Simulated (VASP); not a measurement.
# CaSe (P1) in VASP: convergence with empty bands

Aim: find how far empty bands must go before the results for CaSe settle, at PBE. This setting moves, with any that are tied to it; all else stays.

All numbers are computed with VASP 6.6.1; they aren't measurements. Logs are shortened: lines on timing, memory, paths and dates and some standing lists are left out, and cuts for length are marked.

**1. The cell of the first run**

The typed cell holds 2 atoms: a = 4.180 Å, b = 4.180 Å, c = 4.180 Å, α = 60.00°, β = 60.00°, γ = 60.00°.

The cell isn't the ideal one: atoms moved at random, drawn with an rms of 0.02 Å.

**2. With empty bands 1**

Contents of INCAR:

```
ALGO = Normal
EDIFF = 1E-6
ENCUT = 520
GGA = PE
ISIF = 2
ISMEAR = 0
LASPH = True
LCHARG = False
LREAL = False
LWAVE = False
NBANDS = 9
NELM = 80
PREC = Accurate
SIGMA = 0.02
```

Contents of KPOINTS:

```
k-points
0
Gamma
  6 6 6
```

Contents of POSCAR:

```
CaSe
1.0
    0.0000000000      2.9560000000      2.9560000000
    2.9560000000      0.0000000000      2.9560000000
    2.9560000000      2.9560000000      0.0000000000
Se Ca
1 1
Direct
    0.5033880000      0.4986790000      0.4995650000
    0.0023940000      0.0069460000     -0.0027450000
```

Potentials or basis: VASP PAW PBE potentials, release 64 (Se, Ca_sv).

Command:

```sh
cat potpaw_PBE.64/Se/POTCAR potpaw_PBE.64/Ca_sv/POTCAR > POTCAR
mpirun -np 1 vasp_std > vasp.out
```

Run time: 17 s. Hardware: 1 thread of Intel Xeon 6975P-C (Granite Rapids), shared host; peak memory 0.22 GiB.

Results:

```yaml
Free_energy: -9.4778 eV
Pressure: 1.4 GPa
Largest_force: 0.093 eV/Å
Band_gap_on_the_k_mesh: 2.02 eV, indirect (least direct gap 2.96 eV)
```

**3. With empty bands 2**

INCAR, as its differences from that of step 2:

```diff
@@ -10,3 +10,3 @@
 LWAVE = False
-NBANDS = 9
+NBANDS = 10
 NELM = 80
```

KPOINTS is that of step 2.

POSCAR is that of step 2.

Potentials or basis: VASP PAW PBE potentials, release 64 (Se, Ca_sv).

Command:

```sh
cat potpaw_PBE.64/Se/POTCAR potpaw_PBE.64/Ca_sv/POTCAR > POTCAR
mpirun -np 1 vasp_std > vasp.out
```

Wall time 24 s (1 thread of Intel Xeon 6975P-C (Granite Rapids), shared host); peak memory 0.22 GiB.

Results:

* Free energy: -9.4778 eV
* Pressure: 1.4 GPa
* Largest force: 0.093 eV/Å
* Band gap on the k mesh: 2.02 eV, indirect (least direct gap 2.96 eV)

**4. With empty bands 3**

INCAR, as its differences from that of step 3:

```diff
@@ -10,3 +10,3 @@
 LWAVE = False
-NBANDS = 10
+NBANDS = 11
 NELM = 80
```

KPOINTS is that of step 3.

POSCAR is that of step 3.

Command:

```sh
cat potpaw_PBE.64/Se/POTCAR potpaw_PBE.64/Ca_sv/POTCAR > POTCAR
mpirun -np 1 vasp_std > vasp.out
```

Wall time 22 s (1 thread of Intel Xeon 6975P-C (Granite Rapids), shared host); peak memory 0.22 GiB.

Results:

| Quantity | Value |
| --- | --- |
| Free energy | -9.4778 eV |
| Pressure | 1.4 GPa |
| Largest force | 0.093 eV/Å |
| Band gap on the k mesh | 2.02 eV, indirect (least direct gap 2.96 eV) |

**5. With empty bands 4**

INCAR, as its differences from that of step 4:

```diff
@@ -10,3 +10,3 @@
 LWAVE = False
-NBANDS = 11
+NBANDS = 12
 NELM = 80
```

KPOINTS is that of step 4.

POSCAR is that of step 4.

Command:

```sh
cat potpaw_PBE.64/Se/POTCAR potpaw_PBE.64/Ca_sv/POTCAR > POTCAR
mpirun -np 1 vasp_std > vasp.out
```

It took 22 s on 1 thread of Intel Xeon 6975P-C (Granite Rapids), shared host; peak memory 0.23 GiB.

What came out:

```
Free energy            : -9.4778 eV
Pressure               : 1.4 GPa
Largest force          : 0.093 eV/Å
Band gap on the k mesh : 2.02 eV, indirect (least direct gap 2.96 eV)
```

**6. With empty bands 6**

INCAR, as its differences from that of step 5:

```diff
@@ -10,3 +10,3 @@
 LWAVE = False
-NBANDS = 12
+NBANDS = 14
 NELM = 80
```

KPOINTS is that of step 5.

POSCAR is that of step 5.

Potentials or basis: VASP PAW PBE potentials, release 64 (Se, Ca_sv).

Command:

```sh
cat potpaw_PBE.64/Se/POTCAR potpaw_PBE.64/Ca_sv/POTCAR > POTCAR
mpirun -np 1 vasp_std > vasp.out
```

It took 25 s on 1 thread of Intel Xeon 6975P-C (Granite Rapids), shared host; peak memory 0.23 GiB.

Results:

```yaml
Free_energy: -9.4778 eV
Pressure: 1.4 GPa
Largest_force: 0.093 eV/Å
Band_gap_on_the_k_mesh: 2.02 eV, indirect (least direct gap 2.96 eV)
```

**7. With empty bands 10**

INCAR, as its differences from that of step 6:

```diff
@@ -10,3 +10,3 @@
 LWAVE = False
-NBANDS = 14
+NBANDS = 18
 NELM = 80
```

KPOINTS is that of step 6.

POSCAR is that of step 6.

Command:

```sh
cat potpaw_PBE.64/Se/POTCAR potpaw_PBE.64/Ca_sv/POTCAR > POTCAR
mpirun -np 1 vasp_std > vasp.out
```

Wall time 30 s (1 thread of Intel Xeon 6975P-C (Granite Rapids), shared host); peak memory 0.24 GiB.

Results:

```
Free energy            : -9.4778 eV
Pressure               : 1.4 GPa
Largest force          : 0.093 eV/Å
Band gap on the k mesh : 2.02 eV, indirect (least direct gap 2.96 eV)
```

**8. With empty bands 16**

INCAR, as its differences from that of step 7:

```diff
@@ -10,3 +10,3 @@
 LWAVE = False
-NBANDS = 18
+NBANDS = 24
 NELM = 80
```

KPOINTS is that of step 7.

POSCAR is that of step 7.

Potentials or basis: VASP PAW PBE potentials, release 64 (Se, Ca_sv).

Command:

```sh
cat potpaw_PBE.64/Se/POTCAR potpaw_PBE.64/Ca_sv/POTCAR > POTCAR
mpirun -np 1 vasp_std > vasp.out
```

OUTCAR:

```text
EDIFF = 1E-6
   ENCUT = 520
   GGA = PE
   ISIF = 2
   ISMEAR = 0
   LASPH = True
   LREAL = False
   NELM = 80
   PREC = Accurate

 ion  position               nearest neighbor table
   1  0.503  0.499  0.500-   2 2.93   2 2.94   2 2.95   2 2.97   2 2.97   2 2.98
   2  0.002  0.007  0.997-   1 2.93   1 2.94   1 2.95   1 2.97   1 2.97   1 2.98

  LATTYP: Found a face centered cubic cell.
 ALAT       =     5.9120000000

  Lattice vectors:

 A1 = (   0.0000000000,   2.9560000000,   2.9560000000)
 A2 = (   2.9560000000,   0.0000000000,   2.9560000000)
 A3 = (   2.9560000000,   2.9560000000,   0.0000000000)

Analysis of symmetry for initial positions (statically):
=====================================================================
 Subroutine PRICEL returns:
 Original cell was already a primitive cell.

 Routine SETGRP: Setting up the symmetry group for a
 face centered cubic supercell.

 Subroutine GETGRP returns: Found  1 space group operations
 (whereof  1 operations were pure point group operations)
 out of a pool of 48 trial point group operations.

The static configuration has the point symmetry C_1 .

Analysis of symmetry for dynamics (positions and initial velocities):
=====================================================================
 Subroutine PRICEL returns:
 Original cell was already a primitive cell.

 Routine SETGRP: Setting up the symmetry group for a
 face centered cubic supercell.

 Subroutine GETGRP returns: Found  1 space group operations
 (whereof  1 operations were pure point group operations)
 out of a pool of 48 trial point group operations.

The dynamic configuration has the point symmetry C_1 .

 Subroutine INISYM returns: Found  1 space group operations
 (whereof  1 operations are pure point group operations),
 and found     1 'primitive' translations

----------------------------------------------------------------------------------------

                                     Primitive cell

  volume of cell :      51.6587

  direct lattice vectors                    reciprocal lattice vectors
     0.000000000  2.956000000  2.956000000    -0.169147497  0.169147497  0.169147497
     2.956000000  0.000000000  2.956000000     0.169147497 -0.169147497  0.169147497
     2.956000000  2.956000000  0.000000000     0.169147497  0.169147497 -0.169147497

  length of vectors
     4.180415290  4.180415290  4.180415290     0.292972058  0.292972058  0.292972058

  position of ions in fractional coordinates (direct lattice)
     0.503388000  0.498679000  0.499565000
     0.002394000  0.006946000  0.997255000

  ion indices of the primitive-cell ions
[... 67 lines left out ...]
   ISTART =      0    job   : 0-new  1-cont  2-samecut
   ICHARG =      2    charge: 1-file 2-atom 10-const
   ISPIN  =      1    spin polarized calculation?
   LNONCOLLINEAR =      F non collinear calculations
   LSORBIT =      F    spin-orbit coupling
   LASPH  =      T    aspherical Exc in radial PAW
   ENCUT  =  520.0 eV  38.22 Ry    6.18 a.u.   7.77  7.77  7.77*2*pi/ulx,y,z
   NELM   =     80;   NELMIN=  2; NELMDL= -5     # of ELM steps
   EDIFF  = 0.1E-05   stopping-criterion for ELM
   LREAL  =      F    real-space projection
   EDIFFG = 0.1E-04   stopping-criterion for IOM
   NSW    =      0    number of steps for IOM
   IBRION =     -1    ionic relax: 0-MD 1-quasi-New 2-CG
   NFREE  =      0    steps in history (QN), initial steepest desc. (CG)
   ISIF   =      2    stress and relaxation
   ISYM   =      2    0-nonsym 1-usesym 2-fastsym
   POTIM  = 0.5000    time-step for ionic-motion
   TEBEG  =    0.0;   TEEND  =   0.0 temperature during run
   PSTRESS=    0.0 pullay stress
   NELECT =      16.0000    total number of electrons
   NUPDOWN=      -1.0000    fix difference up-down
   EMIN   =  10.00;   EMAX   =-10.00  energy-range for DOS
   EFERMI =   0.00;   METHOD = LEGACY
   ISMEAR =     0;   SIGMA  =   0.02  broadening in eV -4-tet -1-fermi 0-gaus
   EFERMI_NEDOS =   21; number of points for ismear=-14 and -15
   IALGO  =     38    algorithm
   IMIX   =      4    mixing-type and parameters
     AMIX     =   0.40;   BMIX     =  1.00
     AMIX_MAG =   1.60;   BMIX_MAG =  1.00
  volume/ion in A,a.u.               =      25.83       174.30
  Fermi-wavevector in a.u.,A,eV,Ry     =   1.107645  2.093145 16.692666  1.226876
  Thomas-Fermi vector in A             =   2.244161
   LORBIT       =      0    0 simple, 1 ext, 2 COOP (PROOUT), +10 PAW based schemes
   GGA     = PE    functional components
   LHFCALC =     F    Hartree Fock is set to
   AEXX    =    0.0000 exact exchange contribution
   IVDW    =     0    specifies the selected vdW correction
   LEPSILON=     F    determine dielectric tensor
   LRPA    =     F    only Hartree local field effects (RPA)
 non-spin polarized calculation
 Gauss-broadening in eV      SIGMA  =   0.02
  energy-cutoff  :      520.00
  volume of cell :       51.66
 maximum number of plane-waves:      1411
   NGX = 15   NGY = 15   NGZ = 15

 number of electron      15.9999999 magnetization

 Free energy of the ion-electron system (eV)
  ---------------------------------------------------
  ext. energy  EPLUGINS =         0.00000000
  ---------------------------------------------------
  free energy    TOTEN  =        -9.47775663 eV

  energy without entropy =       -9.47775663  energy(sigma->0) =       -9.47775663

 E-fermi :   2.6611     XC(G=0):  -9.1618

 val. band max:        2.4573566999   @ k =   0.0000   0.0000   0.0000
 cond. band min:       4.4794988763   @ k =   0.5000   0.5000   0.0000
 fundamental gap:      2.0221421764
 Fermi energy:         2.6610871875

 k-point     1 :       0.0000    0.0000    0.0000
  band No.  band energies     occupation
      1     -37.2857      2.00000
      2     -18.2802      2.00000
      3     -18.2801      2.00000
      4     -18.2800      2.00000
      5      -9.3457      2.00000
      6       2.4569      2.00000
[... 541 lines left out ...]
     19      16.6763      0.00000
     20      17.2865      0.00000

 [... further k-points ...]

 [bands above 20 left out]

------------------------ aborting loop because EDIFF is reached ----------------------------------------

  FORCE on cell =-STRESS in cart. coord.  units (eV):
  Direction    XX          YY          ZZ          XY          YZ          ZX
  --------------------------------------------------------------------------------------
  -------------------------------------------------------------------------------------
  Total        0.4413129      0.4366176      0.4446532      0.0008491      0.0010283     -0.0018090
  in kB       13.6871773     13.5415547     13.7907772      0.0263336      0.0318916     -0.0561060
  external PRESSURE =      13.6731697 kB  Pullay stress =       0.0000000 kB

 VOLUME and BASIS-vectors are now :
 -----------------------------------------------------------------------------
  energy-cutoff  :      520.00
  volume of cell :       51.66
      direct lattice vectors                 reciprocal lattice vectors
     0.000000000  2.956000000  2.956000000    -0.169147497  0.169147497  0.169147497
     2.956000000  0.000000000  2.956000000     0.169147497 -0.169147497  0.169147497
     2.956000000  2.956000000  0.000000000     0.169147497  0.169147497 -0.169147497

 POSITION                                       TOTAL-FORCE (eV/Angst)
 -----------------------------------------------------------------------------------
      2.95081      2.96473      2.96211         0.055365     -0.030644      0.067593
      2.96842      2.95496      0.02761        -0.055365      0.030644     -0.067593
 -----------------------------------------------------------------------------------
    total drift:                               -0.000094      0.000061      0.000109

  FREE ENERGIE OF THE ION-ELECTRON SYSTEM (eV)
  ---------------------------------------------------
  free  energy   TOTEN  =        -9.4777566273 eV

  energy  without entropy=       -9.4777566273  energy(sigma->0) =       -9.47775663
```

stdout:

```text
POSCAR found type information on POSCAR SeCa
 POSCAR found :  2 types and       2 ions
 scaLAPACK will be used
 LDA part: xc-table for (Slater+PW92), standard interpolation
 POSCAR, INCAR and KPOINTS ok, starting setup
 FFT: planning ... GRIDC
 FFT: planning ... GRID_SOFT
 FFT: planning ... GRID
 WAVECAR not read
 entering main loop
```

It took 39 s on 1 thread of Intel Xeon 6975P-C (Granite Rapids), shared host; peak memory 0.26 GiB.

What came out:

- Free energy: -9.4778 eV
- Pressure: 1.4 GPa
- Largest force: 0.093 eV/Å
- Band gap on the k mesh: 2.02 eV, indirect (least direct gap 2.96 eV)

**9. Result**

```
empty bands  energy less the tightest run, at zero smearing (meV/atom)  SCF cycles  CPU time (s)  peak memory (GiB)
          1                                                       0.00          13            17               0.22
          2                                                       0.00          13            24               0.22
          3                                                       0.00          13            22               0.22
          4                                                       0.00          13            22               0.23
          6                                                       0.00          12            25               0.23
         10                                                       0.00          12            29               0.24
         16                                                       0.00          12            38               0.26
```

Against the tightest run, the energy stays within 1 meV/atom from 1 on. The tightest run that finished is the yardstick and may itself not be fully converged.
